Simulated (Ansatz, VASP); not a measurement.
**N in VASP and in Ansatz**

```
N
1.0
     4.16723    0.00000    0.00000
    -2.08362    3.60893    0.00000
     0.00000    0.00000    7.00600
N
4
Direct
  0.33333 0.66667 0.39316
  0.33333 0.66667 0.17107
  0.66667 0.33333 0.82893
  0.66667 0.33333 0.67107
```

Alike in both runs: task single point; functional PBEsol; k mesh 6 × 6 × 4; occupations gaussian, width 0.05 eV; no spin polarisation.

|  | VASP | Ansatz |
| --- | --- | --- |
| version | VASP 6.6.1 | Ansatz 0.2.0 |
| potentials or method | VASP PAW PBE potentials, release 64 (N) | scalar-relativistic, plane waves, PAW |
| plane-wave cutoff (eV) | 520 | 420 |
| valence electrons in the cell | 20 | 20 |

Ansatz gave:

| Quantity | Value |
| --- | --- |
| gap on the k mesh at the Fermi level (eV) | 3.31 |
| least direct gap on the mesh (eV) | 3.40 |
| pressure (GPa) | -11.8 |
| largest component of the traceless stress (GPa) | 24.11 |
| rms of the force components (eV/Å) | 6.040 |

Problem. Estimate VASP's values.

Solution. gap on the k mesh at the Fermi level (eV): 3.31; least direct gap on the mesh (eV): 3.40; pressure (GPa): -10.9; largest component of the traceless stress (GPa): 22.08; rms of the force components (eV/Å): 6.008.

Atom by atom the forces differ by 0.706 eV/Å (rms over components). The functional is the same, so the differences come from potentials, cutoffs and numerics.

Caveats: the standard files for N, O and F lose accuracy on very short bonds; the PAW data sets were made with another functional, which shifts forces and pressure a little (VASP). A k mesh can miss the band edges.
